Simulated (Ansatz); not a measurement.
**Ir (Fm-3m), a vibration from a frozen displacement**

All numbers below come from DFT PBE, scalar-relativistic, plane waves, PAW in Ansatz. Settings: plane waves to 420 eV, k-mesh 12×12×12 (Γ-centred), Gaussian smearing 0.15 eV. Spin–orbit coupling is left out, which matters for the heavy elements here. No spin polarisation. Energies are free energies at this smearing, counted from the undisturbed cell; pressure is positive in compression.

The starting cell (as given, not relaxed at this level; it stands at 9.1 GPa):

```xyz
8
Lattice="-3.8394 3.8394 0.0000 -3.8394 0.0000 3.8394 0.0000 3.8394 3.8394" Properties=species:S:1:pos:R:3 pbc="T T T"
Ir    0.0000    0.0000    0.0000
Ir   -1.9197    1.9197    0.0000
Ir   -1.9197    0.0000    1.9197
Ir    0.0000    1.9197    1.9197
Ir   -3.8394    1.9197    1.9197
Ir   -1.9197    3.8394    1.9197
Ir   -1.9197    1.9197    3.8394
Ir   -3.8394    3.8394    3.8394
```

Atom 1 (Ir) is moved by x along the Cartesian unit vector (0.707, -0.707, 0.000); the cell and all other atoms stay fixed. The cell's volume is 113.19 Å³; the moved atoms weigh 192.217 u together and the others 1345.519 u. Some rows repeat others by symmetry and weren't run.

| x (Å) | ΔE (meV/cell) | total force on the moved atoms along the move (eV/Å) | pressure (GPa) |
| --- | --- | --- | --- |
| -0.4500 | 1940.06 | 10.3093 | 19.7799 |
| -0.3938 | 1417.75 | 8.3252 | 17.1094 |
| -0.3375 | 998.36 | 6.6184 | 14.8729 |
| -0.2813 | 668.45 | 5.1583 | 13.0436 |
| -0.2250 | 414.51 | 3.8922 | 11.5842 |
| -0.1688 | 227.53 | 2.7843 | 10.4748 |
| -0.1125 | 99.21 | 1.7903 | 9.6932 |
| -0.0563 | 24.56 | 0.8760 | 9.2299 |
| 0.0000 | 0.00 | 0.0000 | 9.0760 |
| 0.0563 | 24.56 | -0.8760 | 9.2299 |
| 0.1125 | 99.21 | -1.7903 | 9.6932 |
| 0.1688 | 227.53 | -2.7843 | 10.4748 |
| 0.2250 | 414.51 | -3.8922 | 11.5842 |
| 0.2813 | 668.45 | -5.1583 | 13.0436 |
| 0.3375 | 998.36 | -6.6184 | 14.8729 |
| 0.3938 | 1417.75 | -8.3252 | 17.1094 |
| 0.4500 | 1940.06 | -10.3093 | 19.7799 |

What frequency belongs to this motion?

The force constant is k = −dF/dx = 15.559 eV/Å², from the parabola through x = -0.0563, 0 and 0.0563. In every cell the moved atoms swing against the rest, so the mass is μ = m₁m₂/(m₁ + m₂) = 168.190 u, and ν̃ = 521.5 cm⁻¹ × √(|k|/μ) = 159 cm⁻¹, at this cell's pressure of 9.1 GPa. The pattern needn't be a normal mode: ν̃² is then a weighted mean of the squared nonzero frequencies at the zone centre of this cell, so it lies between the lowest and the highest of them.

How far does the harmonic law reach?

At x = -0.450 Å, kx²/2 = 1575.33 meV against the computed 1940.06 meV (+23.2 %): the well stiffens in this direction at large amplitude.

The pressure changes with x². What does that say about the frequency under compression?

With E = k(V)x²/2, k ∝ V^(−2γ) and x scaling with the cell as V^(1/3), P − P0 = −∂E/∂V = (2γ − 2/3) ΔE/V. At x = 0.1125 Å, V(P − P0) = 113.19 × 0.61719 / 160.2 eV = 436.04 meV and ΔE = 99.21 meV, so γ = 1/3 + V(P − P0)/(2ΔE) = 2.53. This is the Grüneisen parameter of the motion under uniform scaling of the cell: shrinking the cell evenly by 1 % in volume raises the frequency by about 2.53 %.

In a metal these slopes depend on the k mesh and the smearing.